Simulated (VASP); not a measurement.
# GaAs: relaxation of cell and atoms with r2SCAN

GaAs:

```xyz
2
Lattice="0.0000 2.8347 2.8347 2.8347 0.0000 2.8347 2.8347 2.8347 0.0000" Properties=species:S:1:pos:R:3 pbc="T T T"
Ga    0.0000    0.0000    0.0000
As    1.4174    1.4174    1.4174
```

```json
{"Program": "VASP 6.6.1", "Task": "relaxation of cell and atoms", "Functional": "r2SCAN", "Potentials or basis": "VASP PAW PBE potentials, release 64 (Ga_d, As)", "Cutoff": "600 eV", "k mesh": "10 × 10 × 10", "Occupations": "gaussian, width 0.03 eV", "Spin": "no spin polarisation", "Further INCAR settings": "ALGO = Normal; EDIFF = 1e-07; IBRION = 2; EDIFFG = -0.005; NSW = 90; ISIF = 3"}
```

```json
{"Pressure after relaxing": "0.0 GPa", "Band gap on the k mesh": "0.93 eV, direct"}
```

Final structure:
```
Ga As
1.0
     0.00000    2.83471    2.83471
     2.83471    0.00000    2.83471
     2.83471    2.83471    0.00000
Ga As
1 1
Cartesian
  0.0000 0.0000 0.0000
  1.4174 1.4174 1.4174
```

Levels at points of the mesh, in eV from the valence-band top:
```csv
k point,band 6,band 7,band 8,band 9,band 10,band 11,band 12,band 13
"(0.00, 0.00, 0.00)",-13.15,0.00,0.00,0.00,0.93,4.04,4.04,4.04
"(0.50, 0.00, 0.00)",-11.32,-6.77,-1.17,-1.17,1.34,4.98,4.98,8.28
"(0.50, 0.50, 0.00)",-10.56,-6.95,-2.75,-2.75,1.77,1.95,10.79,10.79
```

Run time: 75 s on 1 thread of Intel(R) Xeon(R) Platinum 8488C (Sapphire Rapids) (shared host), peak memory 0.21 GiB.

Caveat: the relaxation stopped at its first step, so nothing moved; the PAW data sets were made with another functional, which shifts forces and pressure a little. r2SCAN opens gaps a little over a GGA but as a rule still falls short of measured ones.
